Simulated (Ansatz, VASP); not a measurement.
Si2Ni: VASP beside Ansatz

```
Ni Si
1.0
     0.00000    2.73857    2.73857
     2.73857    0.00000    2.73857
     2.73857    2.73857    0.00000
Ni Si
1 2
Direct
  0.00000 0.00000 0.00000
  0.75000 0.75000 0.75000
  0.25000 0.25000 0.25000
```

Change from the starting cell: volume scaled by 1.04.

Alike in both runs: task single point; functional PBE; k mesh 9 × 9 × 9; occupations fermi-dirac, width 0.05 eV; collinear spin, ferromagnetic start.

|  | VASP | Ansatz |
| --- | --- | --- |
| version | VASP 6.6.1 | Ansatz 0.2.0 |
| potentials or method | VASP PAW PBE potentials, release 64 (Ni, Si) | Ansatz PAW |
| plane-wave cutoff (eV) | 520 | 420 |
| valence electrons in the cell | 18 | 26 |

```csv
,VASP,Ansatz,Ansatz less VASP
gap on the k mesh at the Fermi level (eV),none,none,-
pressure (GPa),-2.0,-2.0,+0.06
net moment per atom (μB),0.00,0.00,0.000
```

A gap of «none» marks a metal or a gap that the smearing closes. The two sets of potentials don't hold the same shells in valence.

Caveats: the starting moments weren't kept (Ansatz).
